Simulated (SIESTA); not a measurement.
The system is Cr.

```
Cr
1.0
    -1.49434    1.54520    1.39322
     1.56967   -1.45096    1.37431
     1.40634    1.36296   -1.29897
Cr
1
Direct
  0.00000 0.00000 0.00000
```

This isn't the form of Cr at room conditions, which is bcc.

Alike in all runs: program SIESTA 5.4.2; functional PBE; potentials or basis PseudoDojo 0.4 standard (PBE files); basis DZP (energy shift 0.003 Ry; two zetas on semicore shells); grid cutoff 800 Ry; energy shift 0.003 Ry; k mesh 13 × 13 × 13; occupations fermi-dirac, width 0.05 eV.

Problem. Only the start or the spin constraint differs. Which run ends lowest in energy?
A. collinear spin, ferromagnetic start of up to 3 μB; fixed moment 0
B. collinear spin, ferromagnetic start of up to 3 μB; fixed moment 1
C. collinear spin, ferromagnetic start of up to 3 μB; fixed moment 4
D. collinear spin, ferromagnetic start of up to 3 μB; fixed moment 2
E. collinear spin, ferromagnetic start of up to 3 μB; fixed moment 3

Solution. A.

| start | free energy over the lowest (meV/atom) | net moment (μB) | site or absolute moments (μB) | gap |
| --- | --- | --- | --- | --- |
| collinear spin, ferromagnetic start of up to 3 μB; fixed moment 1 | 336.5 | 1.00 | Cr +1.00 | - |
| collinear spin, ferromagnetic start of up to 3 μB; fixed moment 0 | 0.0 | 0.00 | - | - |
| collinear spin, ferromagnetic start of up to 3 μB; fixed moment 2 | 934.4 | 2.00 | Cr +2.00 | - |
| collinear spin, ferromagnetic start of up to 3 μB; fixed moment 4 | 2594.8 | 4.00 | Cr +4.00 | - |
| collinear spin, ferromagnetic start of up to 3 μB; fixed moment 3 | 1644.0 | 3.00 | Cr +3.00 | - |

All polarised runs hold their moment fixed, so the table maps the energy against it. A still lower state may exist.

Caveats: the basis of atomic orbitals isn't converged, which shifts pressures, moduli and gaps; the total moment is fixed, so each spin has its own Fermi level; the moment is held away from its start (some runs); the starting moments collapsed, and a magnetic state may lie lower (some runs).
